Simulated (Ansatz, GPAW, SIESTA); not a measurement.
# InGaAs2: programs and potentials compared

```
CELL_PARAMETERS angstrom
4.22500 0.00000 0.00000
0.00000 4.22500 0.00000
0.00000 0.00000 5.96215
ATOMIC_POSITIONS crystal
In 0.00000 0.00000 0.50000
As 0.00000 0.50000 0.23153
As 0.50000 0.00000 0.76848
Ga 0.50000 0.50000 0.00000
```

The cell comes from a database or a generator and needn't be the stable form of this composition.

Alike in all runs: task single point; functional PBEsol; k mesh 6 × 6 × 5; occupations fermi-dirac, width 0.05 eV; no spin polarisation; no spin-orbit coupling. Pressure is positive in compression and, in plane waves, holds the error of the finite cutoff, which Ansatz's Pulay term estimates and takes out.

```json
{"program and potentials": "Ansatz, Ansatz PAW", "plane-wave cutoff (eV)": "420", "notes": "potentials made for PBE, which Ansatz adapts in part; 14 valence electrons an atom on average; Pulay term of +0.03 GPa included", "pressure (GPa)": "-2.62"}
{"program and potentials": "SIESTA, files PseudoDojo sr-pbesol-0.4.1-standard, DZP (energy shift 0.003 Ry; two zetas on semicore shells)", "plane-wave cutoff (eV)": "-", "notes": "atomic basis; 14 valence electrons an atom on average", "pressure (GPa)": "-2.54"}
{"program and potentials": "GPAW, PAW data sets generated for this functional", "plane-wave cutoff (eV)": "600", "notes": "6.5 valence electrons an atom on average", "pressure (GPa)": "-2.45"}
```

Force on atom 3 (As), eV/Å:

```tsv
program and potentials	x	y	z
Ansatz, Ansatz PAW	0.000	0.000	0.040
SIESTA, files PseudoDojo sr-pbesol-0.4.1-standard, DZP (energy shift 0.003 Ry; two zetas on semicore shells)	0.000	0.000	-0.022
GPAW, PAW data sets generated for this functional	0.000	0.000	-0.045
```

The pressure spans -2.62 (Ansatz, Ansatz PAW) to -2.45 GPa (GPAW, PAW data sets generated for this functional). Rows in atomic bases carry the error of their basis and grid, which can be large.

The functional is the same throughout but for its coding, so the spread measures potentials, basis and numerics; runs on potential files found faulty are left out.
